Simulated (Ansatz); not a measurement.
# Zr5H2: the cost of one run

Program: Ansatz 0.2.0. Level of theory: DFT PBE, scalar-relativistic, plane waves, PAW. These are calculated values, not measurements.

6 further runs of the same task are left out: 6 set aside as unsound or not needed.

## (1) The system as given

Symmetry: Cm, No. 8, monoclinic system. Conventional cell: a = 8.756 Å, b = 5.055 Å, c = 21.872 Å, α = 90.00°, β = 90.00°, γ = 90.00°. Zr (site symmetry m) has 4 Zr at 2.70 to 3.10 Å as nearest neighbours. Zr (site symmetry m) is surrounded by 7 Zr at 2.84 to 3.10 Å. Zr (site symmetry m) is surrounded by 6 Zr at 3.02 to 3.05 Å. Zr (site symmetry m) is surrounded by 7 Zr at 2.70 to 3.15 Å. Zr (site symmetry m) has 2 H at 1.77 Å as nearest neighbours. H (site symmetry m) has 1 H at 0.75 Å as nearest neighbours.

As a file:

```cif
data_structure
_symmetry_space_group_name_H-M 'Cm'
_symmetry_Int_Tables_number 8
_cell_length_a 8.7559
_cell_length_b 5.0552
_cell_length_c 21.8721
_cell_angle_alpha 90.000
_cell_angle_beta 90.000
_cell_angle_gamma 90.000
_cell_volume 968.11
loop_
_atom_site_label
_atom_site_type_symbol
_atom_site_symmetry_multiplicity
_atom_site_Wyckoff_symbol
_atom_site_fract_x
_atom_site_fract_y
_atom_site_fract_z
_atom_site_occupancy
Zr1 Zr 2 a 0.16667 0.50000 0.18288 1
Zr2 Zr 2 a 0.83333 0.50000 0.23006 1
Zr3 Zr 2 a 0.00000 0.00000 0.27028 1
Zr4 Zr 2 a 0.16667 0.50000 0.30623 1
Zr5 Zr 2 a 0.83333 0.50000 0.35991 1
H1 H 2 a 0.79050 0.50000 0.43901 1
H2 H 2 a 0.87616 0.50000 0.43901 1
```

This is the geometry of the first run shown, built on a cell relaxed beforehand with the same method.

## (2) The scan

Atoms count from 1 in the order of the input.

H2 lies flat over one site of a rigid substrate while its bond length and height are varied.

The axes are (1) distance H6-H7: 8 values from 0.650 to 2.650 Å; (2) height of the H2 axis above the plane of Zr5: 9 values from 0.45 to 3.60 Å.

Nothing else is relaxed. Points are written as (first, second).

## (3) The run at (0.750 Å, 1.73 Å)

A dipole layer in the vacuum cancels the field that periodic copies would set up if the slab's two faces differ.

File input.yaml:

```yaml
crystal:
  lattice:
    - [5.0551939858, 0.0, 0.0]
    - [-2.5275969929, 4.3779264128, 0.0]
    - [0.0, 0.0, 21.8720672789]
  atoms:
    - { symbol: Zr, position: [0.6666666667, 0.3333333333, 0.1828816613] }
    - { symbol: Zr, position: [0.3333333333, 0.6666666667, 0.2300599704] }
    - { symbol: Zr, position: [0.0, 0.0, 0.2702766909] }
    - { symbol: Zr, position: [0.6666666667, 0.3333333333, 0.3062297178] }
    - { symbol: Zr, position: [0.3333333333, 0.6666666667, 0.3599141855] }
    - { symbol: H, position: [0.2905048382, 0.7094951618, 0.439010504] }
    - { symbol: H, position: [0.3761618285, 0.6238381715, 0.439010504] }
basis:
  ecutwfc: 420
kpoints:
  mp_grid: { grid: [6, 6, 1] }
hamiltonian:
  xc: pbe
scf:
  occupations: { method: gaussian, width: 0.1 }
output:
  forces: true
  eigenvalues: true
efield:
  axis: 3
  dipole_correction: true
  ramp_width: 0.04
```

On the command line:

```sh
ansatz run input.yaml --threads 1 --pin off --max-ram 3072MiB --backend cpu --events-out ev --progress --plain --runs-dir out
```

Q: Estimate wall time and peak memory on 1 thread of Intel Xeon Platinum 8259CL at 2.50GHz (Skylake/Cascade Lake), shared host.

About 20 s, with a peak of 0.72 GiB.
